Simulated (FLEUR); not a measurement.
# Al (Fm-3m) in FLEUR: further runs

The runs below take Al through band structure, equation of state, with LDA (Wigner correlation).

Everything below comes from runs of FLEUR MaX-R8.1 (later development tree). Logs are shortened: lines on timing, memory, paths and dates and some standing lists are left out, and cuts for length are marked.

**The experiment to reproduce.**

“The interpretation of polycrystalline coherent inelastic neutron scattering from aluminium”, 2013, pmc:3831299 quotes, for a bulk crystal of Al: bulk modulus 76.9 GPa.

The runs below are set against these values where they give the same quantity.

**1. Starting point**

The structure is cubic, space group Fm-3m (No. 225). The conventional cell has a = 4.050 Å, b = 4.050 Å, c = 4.050 Å, α = 90.00°, β = 90.00°, γ = 90.00°. Al (site symmetry m-3m) has 12 Al at 2.86 Å as nearest neighbours.

**2. Band structure, LDA (Wigner correlation)**

Input file inp.xml:

```xml
<?xml version="1.0" encoding="UTF-8" standalone="no"?>
<fleurInput fleurInputVersion="0.39">
   <comment>
      Al                                                                                                  
   </comment>
   <calculationSetup>
      <cutoffs Kmax="4.1" Gmax="12.7" GmaxXC="12.7" numbands="0"/>
      <scfLoop itmax="60" minDistance="0.00001" maxIterBroyd="15" imix="Anderson" alpha="0.05" precondParam="0.0" spinf="2.0" sdNocoIR="T"/>
      <coreElectrons ctail="T" frcor="F" kcrel="0" coretail_lmax="0"/>
      <xcFunctional name="wign" relativisticCorrections="F"/>
      <magnetism jspins="1"/>
      <soc l_soc="F" theta="0.0" phi="0.0" spav="F"/>
      <expertModes spex="0" secvar="F"/>
      <geometryOptimization l_f="F" forcealpha="1.0" forcemix="BFGS" epsdisp="0.00001" epsforce="0.00001"/>
      <ldaU l_linMix="F" mixParam="0.05" spinf="1.0"/>
   </calculationSetup>
   <cell>
      <bzIntegration valenceElectrons="11.0" mode="hist" fermiSmearingEnergy="0.00183747">
         <kPointListSelection listName="default-1"/>
         <!-- k-points included here -->
         <xi:include xmlns:xi="http://www.w3.org/2001/XInclude" href="kpts.xml"> </xi:include>
      </bzIntegration>
      <!-- symmetry operations included here -->
      <xi:include xmlns:xi="http://www.w3.org/2001/XInclude" href="sym.xml"> </xi:include>
      <bulkLattice scale="1.0">
         <bravaisMatrix>
            <row-1>    0.0000000000000000     3.8263269057207032     3.8263269057207032</row-1>
            <row-2>    3.8263269057207032     0.0000000000000000     3.8263269057207032</row-2>
            <row-3>    3.8263269057207032     3.8263269057207032     0.0000000000000000</row-3>
         </bravaisMatrix>
      </bulkLattice>
   </cell>
   <atomSpecies>
      <species name="Aluminum (Al)" element="Al" atomicNumber="13">
         <mtSphere radius="2.51" gridPoints="829" logIncrement="0.014"/>
         <atomicCutoffs lmax="10" lnonsphr="8"/>
         <electronConfig flipSpins="F">
            <coreConfig>(1s1/2)</coreConfig>
            <valenceConfig>(2s1/2) (2p1/2) (2p3/2) (3s1/2) (3p1/2) (3p3/2)</valenceConfig>
            <stateOccupation state="(3p1/2)" spinUp="0.166667" spinDown="0.166667"/>
            <stateOccupation state="(3p3/2)" spinUp="0.333333" spinDown="0.333333"/>
         </electronConfig>
         <energyParameters s="3" p="3" d="3" f="4"/>
         <lo type="SCLO" l="0" n="2" eDeriv="0"/>
         <lo type="SCLO" l="1" n="2" eDeriv="0"/>
         <lo type="SCLO" l="2" n="3" eDeriv="2"/>
         <lo type="SCLO" l="3" n="4" eDeriv="2"/>
      </species>
   </atomSpecies>
   <atomGroups>
      <atomGroup species="Aluminum (Al)">
         <relPos label="                   1">.0000000000 .0000000000 .0000000000</relPos>
         <force calculate="T" relaxXYZ="TTT"/>
      </atomGroup>
   </atomGroups>
   <output dos="F" band="F" slice="F">
      <checks vchk="F" cdinf="F"/>
      <bandDOS minEnergy="-.5*Htr" maxEnergy="0.5*Htr" sigma="0.015" storeEVData="T"/>
      <vacuumDOS vacdos="F" integ="F" star="F" nstars="0" locx1="0.0" locy1="0.0" locx2="0.0" locy2="0.0" nstm="0" tworkf="0.0"/>
      <unfoldingBand unfoldBand="F" supercellX="1" supercellY="1" supercellZ="1"/>
      <plotting iplot="0" polar="F">
         <plot TwoD="T" vec1="  1.0  0.0  0.0" vec2="  0.0  1.0  0.0" vec3="  0.0  0.0  1.0" zero="  0.0  0.0  0.0" file="plot"/>
      </plotting>
      <chargeDensitySlicing numkpt="0" minEigenval="0.0" maxEigenval="0.0" nnne="0" pallst="F"/>
      <specialOutput eonly="F"/>
      <moessbauerParams electricFieldGradient="T" isomerShift="T" coreHyperfine="T" valenceHyperfine="T"/>
      <magneticCircularDichroism mcd="F" energyLo="-10.0" energyUp="0.0"/>
   </output>
  <!-- We include the file relax.xml here to enable relaxations (see documentation) -->
  <xi:include xmlns:xi="http://www.w3.org/2001/XInclude" href="relax.xml"> <xi:fallback/> </xi:include>
</fleurInput>
```

Input file crystal.txt:

```
Al
&input cartesian=F /
0.0000000000  2.0248050000  2.0248050000
2.0248050000  0.0000000000  2.0248050000
2.0248050000  2.0248050000  0.0000000000
1.8897261246
1.0 1.0 1.0

1
13 0.0000000000  0.0000000000  0.0000000000

&kpt div1=11 div2=11 div3=11 gamma=T /
```

Input file inp.xml (bands):

```
<?xml version="1.0" encoding="UTF-8" standalone="no"?>
<fleurInput fleurInputVersion="0.39">
   <comment>
      Al                                                                                                  
   </comment>
   <calculationSetup>
      <cutoffs Kmax="4.1" Gmax="12.7" GmaxXC="12.7" numbands="0"/>
      <scfLoop itmax="60" minDistance="0.00001" maxIterBroyd="15" imix="Anderson" alpha="0.05" precondParam="0.0" spinf="2.0" sdNocoIR="T"/>
      <coreElectrons ctail="T" frcor="F" kcrel="0" coretail_lmax="0"/>
      <xcFunctional name="wign" relativisticCorrections="F"/>
      <magnetism jspins="1"/>
      <soc l_soc="F" theta="0.0" phi="0.0" spav="F"/>
      <expertModes spex="0" secvar="F"/>
      <geometryOptimization l_f="F" forcealpha="1.0" forcemix="BFGS" epsdisp="0.00001" epsforce="0.00001"/>
      <ldaU l_linMix="F" mixParam="0.05" spinf="1.0"/>
   </calculationSetup>
   <cell>
      <bzIntegration valenceElectrons="11.0" mode="hist" fermiSmearingEnergy="0.00183747">
         <kPointListSelection listName="path-1"/>
         <!-- k-points included here -->
         <xi:include xmlns:xi="http://www.w3.org/2001/XInclude" href="kpts.xml"> </xi:include>
      </bzIntegration>
      <!-- symmetry operations included here -->
      <xi:include xmlns:xi="http://www.w3.org/2001/XInclude" href="sym.xml"> </xi:include>
      <bulkLattice scale="1.0">
         <bravaisMatrix>
            <row-1>    0.0000000000000000     3.8263269057207032     3.8263269057207032</row-1>
            <row-2>    3.8263269057207032     0.0000000000000000     3.8263269057207032</row-2>
            <row-3>    3.8263269057207032     3.8263269057207032     0.0000000000000000</row-3>
         </bravaisMatrix>
      </bulkLattice>
   </cell>
   <atomSpecies>
      <species name="Aluminum (Al)" element="Al" atomicNumber="13">
         <mtSphere radius="2.51" gridPoints="829" logIncrement="0.014"/>
         <atomicCutoffs lmax="10" lnonsphr="8"/>
         <electronConfig flipSpins="F">
            <coreConfig>(1s1/2)</coreConfig>
            <valenceConfig>(2s1/2) (2p1/2) (2p3/2) (3s1/2) (3p1/2) (3p3/2)</valenceConfig>
            <stateOccupation state="(3p1/2)" spinUp="0.166667" spinDown="0.166667"/>
            <stateOccupation state="(3p3/2)" spinUp="0.333333" spinDown="0.333333"/>
         </electronConfig>
         <energyParameters s="3" p="3" d="3" f="4"/>
         <lo type="SCLO" l="0" n="2" eDeriv="0"/>
         <lo type="SCLO" l="1" n="2" eDeriv="0"/>
         <lo type="SCLO" l="2" n="3" eDeriv="2"/>
         <lo type="SCLO" l="3" n="4" eDeriv="2"/>
      </species>
   </atomSpecies>
   <atomGroups>
      <atomGroup species="Aluminum (Al)">
         <relPos label="                   1">.0000000000 .0000000000 .0000000000</relPos>
         <force calculate="T" relaxXYZ="TTT"/>
      </atomGroup>
   </atomGroups>
   <output dos="F" band="T" slice="F">
      <checks vchk="F" cdinf="F"/>
      <bandDOS minEnergy="-.5*Htr" maxEnergy="0.5*Htr" sigma="0.015" storeEVData="T"/>
      <vacuumDOS vacdos="F" integ="F" star="F" nstars="0" locx1="0.0" locy1="0.0" locx2="0.0" locy2="0.0" nstm="0" tworkf="0.0"/>
      <unfoldingBand unfoldBand="F" supercellX="1" supercellY="1" supercellZ="1"/>
      <plotting iplot="0" polar="F">
         <plot TwoD="T" vec1="  1.0  0.0  0.0" vec2="  0.0  1.0  0.0" vec3="  0.0  0.0  1.0" zero="  0.0  0.0  0.0" file="plot"/>
      </plotting>
      <chargeDensitySlicing numkpt="0" minEigenval="0.0" maxEigenval="0.0" nnne="0" pallst="F"/>
      <specialOutput eonly="F"/>
      <moessbauerParams electricFieldGradient="T" isomerShift="T" coreHyperfine="T" valenceHyperfine="T"/>
      <magneticCircularDichroism mcd="F" energyLo="-10.0" energyUp="0.0"/>
   </output>
  <!-- We include the file relax.xml here to enable relaxations (see documentation) -->
  <xi:include xmlns:xi="http://www.w3.org/2001/XInclude" href="relax.xml"> <xi:fallback/> </xi:include>
</fleurInput>
```

Potentials or basis: all-electron, FLAPW.

Run with:

```
inpgen -f crystal.txt -profile fastHighL
# inp.xml edited to the form shown
fleur_MPI
fleur_MPI   # second run, on inp.xml (bands)
```

The log of the run:

```text
Welcome to FLEUR        (www.flapw.de)
      MaX-Release 8.1          (www.max-centre.eu)

 ========== k-point set info ==========
 Selected k-point list: default-1
 k-point list type: mesh
 11 x 11 x 11
 Number of k points: 56

 ------------Calculation Setup---------------------------
 Number of MPI-tasks      :            1
 Number of PE/node        :            1
 Number of OMP-threads    :            1
 Most efficient MPI parallelization for:
           1           2           4           7           8          14          28          56
 Additional eigenvalue parallelization possible
 Number of basis functions:          166
 Approximate size of matrices (H+S) per k-point:         0.000 GB
 --------------------------------------------------------
 Iteration:     1   Distance:       3.81149111 me/bohr^3
 Iteration:     2   Distance:       3.59685016 me/bohr^3
 Iteration:     3   Distance:       1.09876381 me/bohr^3
 Iteration:     4   Distance:       0.09523568 me/bohr^3
 Iteration:     5   Distance:       0.08150990 me/bohr^3
 Iteration:     6   Distance:       0.00355793 me/bohr^3
 Iteration:     7   Distance:       0.00643321 me/bohr^3
 Iteration:     8   Distance:       0.00020086 me/bohr^3
 Iteration:     9   Distance:       0.00003897 me/bohr^3
 Iteration:    10   Distance:       0.00000448 me/bohr^3

 ********************************************************************
 Run finished successfully
 Stop message:
   all done
 ********************************************************************
```

output (bands):

```text
Welcome to FLEUR        (www.flapw.de)
      MaX-Release 8.1          (www.max-centre.eu)

 ========== k-point set info ==========
 Selected k-point list: path-1
 k-point list type: path
 Number of k points: 60

 ------------Calculation Setup---------------------------
 Number of MPI-tasks      :            1
 Number of PE/node        :            1
 Number of OMP-threads    :            1
 Most efficient MPI parallelization for:
           1           2           3           4           5           6          10          12          15          20          30          60
 Additional eigenvalue parallelization possible
 Number of basis functions:          166
 Approximate size of matrices (H+S) per k-point:         0.000 GB
 --------------------------------------------------------
 Fermi energy correction for metals:
 Fermi energy in bands.* files may not be consistent with last density.
 Please correct it manually (e.g. in band.gnu file).

 Note: Band structure data (together with different weights) is also stored in the banddos.hdf file.
       A convenient way of extracting and plotting the data from that file is by making use of the

 ********************************************************************
 Run finished successfully
 Stop message:
   Charge density postprocessing done.
 ********************************************************************
```

out.xml (last iteration):

```text
<iteration numberForCurrentRun="   10" overallNumber="   10">
         <energyParameters units="Htr">
            <atomicEP atomType="1" spin="1" branch="3s" branchLowest="-3.47" branchHighest="0.90" value="0.0724549178"/>
            <atomicEP atomType="1" spin="1" branch="3p" branchLowest="-2.08" branchHighest="1.30" value="0.2353720112"/>
            <atomicEP atomType="1" spin="1" branch="3d" branchLowest="-9.99" branchHighest="1.67" value="0.4182291087"/>
            <atomicEP atomType="1" spin="1" branch="4f" branchLowest="-9.99" branchHighest="3.22" value="0.5878585708"/>
            <loAtomicEP atomType="1" spin="1" branch="2s" branchLowest="-54.78" branchHighest="-3.47" value="-3.4751987376"/>
            <loAtomicEP atomType="1" spin="1" branch="2p" branchLowest="-9.99" branchHighest="-2.08" value="-2.0863218722"/>
            <loAtomicEP atomType="1" spin="1" branch="3d" branchLowest="-9.99" branchHighest="1.67" value="0.4182286462"/>
            <loAtomicEP atomType="1" spin="1" branch="4f" branchLowest="-9.99" branchHighest="3.22" value="0.5878610171"/>
         </energyParameters>
         <eigenvalues>
            <eigenvaluesAt spin="1" ikpt="1" k_x="0.00000000" k_y="0.00000000" k_z="0.00000000">
                      -3.4753052072       -2.0859145559       -2.0859145559       -2.0859145559       -0.1295112611
                       0.7374649240        0.7374649240        0.7374649240        0.7880962748
            </eigenvaluesAt>
            <eigenvaluesAt spin="1" ikpt="2" k_x="0.00000000" k_y="0.00000000" k_z="0.09090909">
                      -3.4752966526       -2.0859821212       -2.0859251479       -2.0859251479       -0.1212983930
                       0.6306207941        0.7131330196        0.7131330196        0.8159743757
            </eigenvaluesAt>
            <eigenvaluesAt spin="1" ikpt="3" k_x="0.00000000" k_y="0.00000000" k_z="0.18181818">
                      -3.4752738545       -2.0861632092       -2.0859535356       -2.0859535356       -0.0967461439
                       0.4974284705        0.6860545158        0.6860545158        0.8091445559
            </eigenvaluesAt>
            <eigenvaluesAt spin="1" ikpt="4" k_x="0.00000000" k_y="0.00000000" k_z="0.27272727">
                      -3.4752441396       -2.0864000247       -2.0859907346       -2.0859907346       -0.0561006382
                       0.3721436057        0.6709938337        0.6709938337        0.7989431786
            </eigenvaluesAt>
         </eigenvalues>
         <bandgap value="0.2207232123" units="eV"/>
         <sumValenceSingleParticleEnergies value="-19.1214569441" units="Htr"/>
         <FermiEnergy value="0.2775313225" units="Htr"/>
         <valenceDensity>
            <mtCharges spin="1">
               <mtCharge atomType="1" total="9.8432828" s="2.8312993" p="6.8296054" d="0.1698882" f="0.0115500"/>
            </mtCharges>
            <spinDependentCharge spin="1" total="11.0000000" interstitial="1.1567172" mtSpheres="9.8432828"/>
            <totalCharge value="11.0000000000"/>
         </valenceDensity>
         <coreStates atomType="     1" atomicNumber=" 13" spin="1" kinEnergy="    158.1535847167" eigValSum="   -109.5609739761" lostElectrons=" 0.000000">
            <state n="1" l="0" j="0.5" energy="-54.7804869880" weight="1.0000000000"/>
         </coreStates>
         <allElectronCharges>
            <spinDependentCharge spin="1" total="13.0000000" interstitial="1.1567172" mtSpheres="11.8432828"/>
            <totalCharge value="13.0000000001"/>
         </allElectronCharges>
         <moessbauerParams unitsHFF="kG" unitsIS="e/bohr^3" unitsEFG="Htr/bohr^2">
            <coreIsomerShift atomType="1" isTotal="1388.52239">
               <shell n="1" l="0" isomerShift="1388.52239"/>
            </coreIsomerShift>
            <isomerShift atomType="1" nucleusRadius="0.0000708" averageDensity="1486.95911"/>
            <electricFieldGradient atomType="1" VXX="0.00000" VYY="0.00000" VZZ="0.00000" asymParam="0.00000">
            </electricFieldGradient>
         </moessbauerParams>
         <totalEnergy                                    value="     -241.5997938535" units="Htr">
            <sumOfEigenvalues                            value="     -128.6824309202">
               <coreElectrons value="-109.5609739761"/>
               <valenceElectrons value="-19.1214569441"/>
            </sumOfEigenvalues>
            <densityCoulombPotentialIntegral value="-347.6014223379"/>
            <densityEffectivePotentialIntegral value="-370.5441538083"/>
            <chargeDenXCDenIntegral value="-17.3603866617"/>
            <FockExchangeEnergyValence value="0.0000000000"/>
            <FockExchangeEnergyCore value="0.0000000000"/>
            <atomTypeDependentContributions atomType="1">
               <electronNucleiInteractionDifferentMTs value="287.7093533896"/>
               <MadelungTerm value="-4.5910655213"/>
            </atomTypeDependentContributions>
            <tkbTimesEntropy value="0.0001470540"/>
            <freeEnergy value="-241.5999409074"/>
            <extrapolationTo0K value="-241.5998673804"/>
         </totalEnergy>
         <densityConvergence units="me/bohr^3">
            <chargeDensity spin="1" distance="0.0000044844"/>
         </densityConvergence>
      </iteration>
```

Run time: 6.4 s. Hardware: 1 thread of Arm Neoverse V1, shared host; peak memory 0.05 GiB.

What came out:

```yaml
Free_energy: -6574.2693 eV
Band_gap_along_the_path: none (metal or under the smearing width)
Valence_electrons_inside_the_program's_atomic_spheres: Al 9.84 (radii Al 2.51 bohr)
```

Levels at the corners of the path, in eV from the Fermi level:
```
point  band 5  band 6  band 7  band 8  band 9
    Γ  -11.08   12.52   12.52   12.52   13.89
    X   -2.89   -1.63    5.28    5.50    5.50
    W   -0.83   -0.83    0.19    0.97   15.70
    K   -1.86   -1.34   -0.46    6.46    8.14
    Γ  -11.08   12.52   12.52   12.52   13.89
    L   -4.54   -4.40   11.21   11.21   11.38
    U   -1.86   -1.34   -0.46    6.46    8.14
    W   -0.83   -0.83    0.19    0.97   15.70
    L   -4.54   -4.40   11.21   11.21   11.38
    K   -1.86   -1.34   -0.46    6.46    8.14
    U   -1.86   -1.34   -0.46    6.46    8.14
    X   -2.89   -1.63    5.28    5.50    5.50
```

Core levels (eV from the Fermi level):
| atom | levels |
| --- | --- |
| 1 Al | 1s1/2 -1498.2 |

**3. Equation of state, LDA (Wigner correlation), 15.61 Å³/atom (volume scaled by 0.94)**

inp.xml: that of step 2 with these lines changed.

```diff
@@ -24,3 +24,3 @@
       <xi:include xmlns:xi="http://www.w3.org/2001/XInclude" href="sym.xml"> </xi:include>
-      <bulkLattice scale="1.0">
+      <bulkLattice scale="0.9795861087">
          <bravaisMatrix>
@@ -34,3 +34,3 @@
       <species name="Aluminum (Al)" element="Al" atomicNumber="13">
-         <mtSphere radius="2.51" gridPoints="829" logIncrement="0.014"/>
+         <mtSphere radius="2.45" gridPoints="829" logIncrement="0.014"/>
          <atomicCutoffs lmax="10" lnonsphr="8"/>
```

Potentials or basis: all-electron, FLAPW.

Run with:

```
inpgen -f crystal.txt -profile fastHighL
# inp.xml edited to the form shown
fleur_MPI
```

It took 5.1 s on 1 thread of Arm Neoverse V1, shared host; peak memory 0.08 GiB.

It converged, with:

```yaml
Free_energy: -6574.2563 eV
Band_gap_on_the_k_mesh: none (metal or under the smearing width)
Valence_electrons_inside_the_program's_atomic_spheres: Al 9.80 (radii Al 2.45 bohr)
```

**4. Equation of state, LDA (Wigner correlation), 15.94 Å³/atom (volume scaled by 0.96)**

inp.xml: that of step 3 with these lines changed.

```diff
@@ -24,3 +24,3 @@
       <xi:include xmlns:xi="http://www.w3.org/2001/XInclude" href="sym.xml"> </xi:include>
-      <bulkLattice scale="0.9795861087">
+      <bulkLattice scale="0.9864848297">
          <bravaisMatrix>
```

Run with:

```
inpgen -f crystal.txt -profile fastHighL
# inp.xml edited to the form shown
fleur_MPI
```

Wall time 5.2 s (1 thread of Arm Neoverse V1, shared host); peak memory 0.08 GiB.

Results (log left out):

```
Free energy                                           : -6574.2644 eV
Band gap on the k mesh                                : none (metal or under the smearing width)
Valence electrons inside the program's atomic spheres : Al 9.77 (radii Al 2.45 bohr)
```

(Part 1 of 2 ends here.)
